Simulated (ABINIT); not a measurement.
Crystal: W.

```
W
1.0
    -1.58234    1.58234    1.58234
     1.58234   -1.58234    1.58234
     1.58234    1.58234   -1.58234
W
1
Cartesian
  0.0000 0.0000 0.0000
```

Base run:

| Item | Value |
| --- | --- |
| Program | ABINIT 10.8.3 (patched build) |
| Functional | BLYP |
| Potentials or basis | JTH PAW PBE v2.0 |
| Cutoff | 517 eV |
| k mesh | 12 × 12 × 12 |
| Occupations | fermi-dirac, width 0.05 eV |
| Spin | no spin polarisation |

Its results: band gap on the k mesh none (metal or under the smearing width); pressure 15.9 GPa.

**Question.** The run is repeated on the same cell with these changes: functional from BLYP to WC. What comes out?

**Answer.** Band gap on the k mesh none (metal or under the smearing width); pressure -0.8 GPa.

WC binds more tightly than BLYP, so the same cell stands under less pressure.

Caveats: the PAW data sets were made with another functional, which shifts forces and pressure a little.

Not every run made on this cell is shown here.
